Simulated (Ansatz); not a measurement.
Crystal: CuO.

```
Cu O
1.0
     3.17953    0.00000    0.00000
    -1.58977    2.75356    0.00000
     0.00000    0.00000    4.43149
Cu O
2 2
Direct
  0.00000 0.00000 0.00000
  0.00000 0.00000 0.50000
  0.33333 0.66667 0.25000
  0.66667 0.33333 0.75000
```

Measurements of this composition are mostly on another form, of space group No. 15.

| Quantity | Value |
| --- | --- |
| Program | Ansatz 0.2.0 |
| Task | relaxation of cell and atoms |
| Functional | PBEsol |
| Potentials or basis | Ansatz PAW |
| Cutoff | 420 eV (not typed: the program's choice for these potentials) |
| k mesh | 10 × 10 × 6 |
| Occupations | fermi-dirac, width 0.05 eV |
| Spin | no spin polarisation |

At the start: volume 9.70 Å³/atom.

Q: Where does the relaxation end?

A: It ends after 12 steps and the volume is 9.23 Å³/atom (-4.9 %); space group P6_3/mmc (No. 194, to 0.05 Å).

Step by step:
| step | energy change (eV) | largest force (eV/Å) | volume (Å³) |
| --- | --- | --- | --- |
| 1 | 0.0000 | 0.0000 | 38.80 |
| 2 | -0.4605 | 0.0000 | 37.69 |
| 3 | -0.6747 | 0.0000 | 36.63 |
| 4 | -0.6857 | 0.0000 | 37.40 |
| 5 | -0.6945 | 0.0000 | 36.81 |
| 6 | -0.6944 | 0.0000 | 36.83 |
| 7 | -0.7200 | 0.0000 | 36.83 |
| 8 | -0.7241 | 0.0000 | 36.88 |
| 9 | -0.7241 | 0.0000 | 36.91 |
| 10 | -0.7249 | 0.0000 | 36.91 |
| 11 | -0.7249 | 0.0000 | 36.91 |
| 12 | -0.7249 | 0.0000 | 36.91 |

Final structure:
```yaml
crystal:
  lattice:
    - [2.91183, 0.00000, 0.00000]
    - [-1.45591, 2.52172, 0.00000]
    - [0.00000, 0.00000, 5.02725]
  atoms:
    - { symbol: Cu, position: [0.00000, 0.00000, 0.00000] }
    - { symbol: Cu, position: [0.00000, 0.00000, 0.50000] }
    - { symbol: O, position: [0.33333, 0.66667, 0.25000] }
    - { symbol: O, position: [0.66667, 0.33333, 0.75000] }
```

Caveat: the plane-wave basis is chosen anew once the cell has moved, so the energies of steps on either side of that aren't comparable; the pressure holds a Pulay correction of +0.9 GPa for the finite cutoff; the run has no spin polarisation, though such a crystal can be magnetic; the PAW data sets come from PBE, with cores solved anew for the run's functional, which leaves a small shift of forces and pressure.
